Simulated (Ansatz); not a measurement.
Crystal: InPd.

```
In Pd
1.0
     3.27188    0.00000    0.00000
     0.00000    3.27188    0.00000
     0.00000    0.00000    3.27188
In Pd
1 1
Direct
  0.00000 0.00000 0.00000
  0.50000 0.50000 0.50000
```

The cell comes from a database or a generator and needn't be the stable form of this composition.

A run of Ansatz 0.2.0 on this cell left the log below. Logs are shortened: lines on timing, memory, paths and dates and some standing lists are left out, and cuts for length are marked.

```text
Warning: RAYON_NUM_THREADS=2 ignored (pool sized by the plan → 2); use --threads N
Engine: ansatz 0.2.0, aarch64-unknown-linux-gnu
Pseudopotentials: kind: paw
Pseudopotential: In, paw, valence charge 13, recommended cutoff 420 eV (normal), In.paw.azcp
Pseudopotential: Pd, paw, valence charge 18, recommended cutoff 420 eV (normal), Pd.paw.azcp
Functional definition: PBEsol
  exchange = pbesol_x
  correlation = pbesol_c
Crystal: 2 atoms, lattice volume = 35.026 Å³
Basis set: ecut = 420 eV, 691 PW (Γ), exchange–correlation on 48×48×48 points (8 copies of the dense FFT grid, shifted against one another)
Bands: 20, of which v1, the nominal top of the filled ones, is band 16 counted from 1 (15 counted from 0)
Symmetry: 48 space group operations
Space group: Pm-3m (ITA 221), of the structure as read, at distance tolerance 3.3e-5 Å
k-points: 20 of 216
Non-local potential: In, projectors of the file, l = 0: 2, l = 1: 2, l = 2: 2, l = 3: 2
Non-local potential: Pd, projectors of the file, l = 0: 2, l = 1: 2, l = 2: 2, l = 3: 1
PAW form: soft (Blöchl's): semilocal exchange-correlation on the pseudo side does not see the compensation charge
PAW frozen core: In, regenerated for the run's functional, and the local potential with it (the file was generated under x = pbe(κ = 0.804, μ = 0.2195149727645171), c = pbe(β = 0.06672455060314922))
PAW frozen core: Pd, regenerated for the run's functional, and the local potential with it (the file was generated under x = pbe(κ = 0.804, μ = 0.2195149727645171), c = pbe(β = 0.06672455060314922))
[... 73 lines left out ...]
  E_paw        = -7770.954984  (= ΣΔE_a)
  E_vpaw       = -635.672695  (= ΣTr[D̂ρ^β])
  E_aug_tail   = 0.000242  (compensation charges beyond the density's cutoff)
  E_ewald      = -3903.915009
  E_core_change = 0.538427  (= ΣΔE_core)
  E_smearing   = -0.006124  (= −TS)
  E_closure    = -0.000000  (closes the sum)
  Σ components = -12433.086811   (vs F -12433.086811, Δ=0.00e0)
--- Forces (eV/Å), atoms counted from 1 ---
  atom   1  In    -0.00000000    -0.00000000    -0.00000000
  atom   2  Pd     0.00000000    -0.00000000    -0.00000000
  max |Σ_I F_I| component: 3.43e-29 eV/Å
--- Stress (GPa, compression-positive) ---
       -2.669924      -0.000000       0.000000
        0.000000      -2.669924       0.000000
        0.000000       0.000000      -2.669924
  P = ⅓ Tr σ = -2.6699 GPa (-26.699 kbar)
--- Band table (eV; the first three rows and the last of 20) ---
  k-point 0: bands = ["-67.9272", "-33.6900", "-33.6900", "-33.6900", "1.7278", "1.7278", "2.1411", "2.1411", "2.1411", "6.4686", "12.7280", "12.7280", "14.2706", "14.2706", "14.2706", "20.7486", "20.7486", "20.7486", "25.9170", "27.1567"]
  k-point 1: bands = ["-67.9268", "-33.6981", "-33.6895", "-33.6895", "1.7426", "1.8170", "2.1141", "2.1141", "2.1494", "6.9103", "12.7312", "12.7712", "13.9754", "13.9754", "14.2517", "18.4703", "21.5963", "21.5963", "26.4312", "26.9999"]
  k-point 2: bands = ["-67.9260", "-33.7142", "-33.6883", "-33.6883", "1.7725", "1.9940", "2.0605", "2.0605", "2.1660", "8.2103", "12.2488", "12.7377", "13.4895", "13.4895", "14.2137", "15.9857", "23.7189", "23.7189", "26.6488", "26.7015"]
  k-point 19: bands = ["-67.9227", "-33.7164", "-33.7164", "-33.7164", "1.8651", "1.8651", "1.8651", "2.3591", "2.3591", "11.6744", "11.6744", "11.6744", "14.8884", "14.8884", "16.4623", "20.3268", "20.3268", "20.3268", "20.9566", "20.9566"]
--- Elastic constants: 2 strain directions × 2 members + reference (group order 48) ---
  dense FFT box of the reference and of every strained cell: 24×24×24
  strains applied: 11, 23; error gains: componentwise 1.00 (the most a stress slope's error grows in a printed constant), spectral 1.73 (1 for all six strains in a standard setting)
  C = ∂σ_k/∂η_j (tension-positive GPa; Voigt order 11 22 33 23 13 12):
       158.439    103.264    103.264     -0.000     -0.000     -0.000
       103.264    158.439    103.264     -0.000     -0.000     -0.000
       103.264    103.264    158.439     -0.000     -0.000     -0.000
        -0.000     -0.000     -0.000     25.631      0.000      0.000
         0.000      0.000     -0.000     -0.000     25.631     -0.000
         0.000     -0.000      0.000      0.000      0.000     25.631
  reference stress σ⁰ (GPa):      2.670      2.670      2.670     -0.000     -0.000      0.000
  C* (energy form; C + prestress term) asymmetry max|C*_kj − C*_jk| = 4.263e-14 GPa — a small one proves nothing (zero by symmetry where the batch's group is 432, −43m or m−3m); a large one is finite-difference/SCF noise where every solve meets its electron count
  moduli (Voigt/Reuss/Hill, GPa): K = 121.66/121.66/121.66   G = 26.41/26.38/26.40   E = 73.85   ν = 0.399
  mechanically stable: yes (min eigenvalue of sym C = 25.63 GPa)
  strain η (Voigt 11):  stress-route row diagonal C_11 = 158.44 GPa, energy-path curvature d²(F+E_count+ΔE)/dδ²/Ω₀ = 158.40 GPa
         δ    σ_11 (GPa)             F (eV)   n_scf  n_hpsi   n_pw
    -2.000e-3       2.3482      -12433.0878924       7   13441    696   relax 0 steps, max|allowed force component| 6.21e-30 eV/Å
     2.000e-3       2.9819      -12433.0855693       5   11625    700   relax 0 steps, max|allowed force component| 2.00e-28 eV/Å
  strain η (Voigt 23):  stress-route row diagonal C_44 = 25.63 GPa, energy-path curvature d²(F+E_count+ΔE)/dδ²/Ω₀ = 24.35 GPa
         δ    σ_23 (GPa)             F (eV)   n_scf  n_hpsi   n_pw
    -2.000e-3      -0.0513      -12433.0867928       6   17042    696   relax 0 steps, max|allowed force component| 4.04e-29 eV/Å
     2.000e-3       0.0513      -12433.0867928       5   16307    696   relax 0 steps, max|allowed force component| 2.73e-29 eV/Å
```

Write the input and the command behind it.

Elastic constants with PBEsol, no spin polarisation. The files as run (others can give the same):

input.yaml
```yaml
crystal:
  lattice:
    - [3.27188478, 0.0, 0.0]
    - [0.0, 3.27188478, 0.0]
    - [0.0, 0.0, 3.27188478]
  atoms:
    - { symbol: In, position: [0.0, 0.0, 0.0] }
    - { symbol: Pd, position: [0.5, 0.5, 0.5] }
hamiltonian:
  xc: pbesol
  pseudopotentials: { kind: paw }
kpoints:
  mp_grid: { grid: [6, 6, 6] }
scf:
  occupations: { method: fermi_dirac, width: 0.05 }
output:
  forces: true
  stress: true
elastic:
  mode: relaxed_ion
  stencil: two_point
```

Potentials or basis: Ansatz PAW.
Run with:
```console
$ ansatz run input.yaml --threads 2 --pin off --max-ram 5632MiB --backend cpu --events-out ev --progress --plain --runs-dir out
```

Caveat: elastic constants of metals need much finer meshes, so these are rough; the PAW data sets come from PBE, with cores solved anew for the run's functional, which leaves a small shift of forces and pressure.
